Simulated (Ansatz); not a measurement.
SnTe, 2 atoms in the cell. It takes space group F-43m (No. 216, cubic). The conventional cell has a = 7.222 Å, b = 7.222 Å, c = 7.222 Å, α = 90.00°, β = 90.00°, γ = 90.00°. Te (site symmetry -43m) has 4 Sn at 3.13 Å as nearest neighbours. Around Sn (site symmetry -43m) lie 4 Te at 3.13 Å. Measurements of this composition are mostly on another form, of space group No. 225.

| Item | Value |
| --- | --- |
| Program | Ansatz 0.2.0 |
| Task | phonons |
| Functional | PBEsol |
| Potentials or basis | all-electron LAPW, scalar-relativistic |
| Cutoff | 205 eV (chosen from the basis error) |
| Basis error allowed | 0.001 eV/atom |
| k mesh | 7 × 7 × 7 |
| Occupations | fermi-dirac, width 0.05 eV |
| Spin | no spin polarisation |

Potentials or basis: all-electron LAPW, scalar-relativistic.

The run is started by

```bash
$ ansatz run input.yaml --threads 1 --pin off --max-ram 3072MiB --backend cpu --events-out ev --progress --plain --runs-dir out
```

Hardware: 1 thread of Arm Neoverse V2 (shared host).

Question: How long does it take, and how much memory?

Answer: Wall time 64 s on 1 thread of Arm Neoverse V2 (shared host), peak memory 0.4 GiB. Counts: scf iterations 20, plane waves 609, k points 20, bands 28.
